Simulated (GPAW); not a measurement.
MgS (Niningerite):

```
S Mg
1.0
     0.00000    2.60165    2.60165
     2.60165    0.00000    2.60165
     2.60165    2.60165    0.00000
S Mg
1 1
Direct
  0.50000 0.50000 0.50000
  0.00000 0.00000 0.00000
```

Base run:

| Property | Result |
| --- | --- |
| Program | GPAW 26.7.0 |
| Functional | PBEsol |
| Potentials or basis | PAW data sets generated in the run's folder for this functional |
| Cutoff | 800 eV |
| Basis | pw |
| k mesh | 9 × 9 × 9 |
| Occupations | fermi-dirac, width 0.05 eV |
| Spin | no spin polarisation |

Its results: band gap on the k mesh 2.84 eV, indirect (least direct gap 3.60 eV); pressure -0.9 GPa.

The run is repeated on the same cell with these changes: functional from PBEsol to revPBE; potentials or basis from PAW data sets generated in the run's folder for this functional to the program's PAW data sets (release 1.2.1) made for this functional. What comes out?

Band gap on the k mesh 3.05 eV, indirect (least direct gap 3.85 eV); pressure 2.8 GPa.

Caveats: an odd mesh through Γ misses points on the zone boundary, where band edges often lie (some runs); the mesh misses the band edges, which the band path finds closer together (some runs).

Not every run made on this cell is shown here.
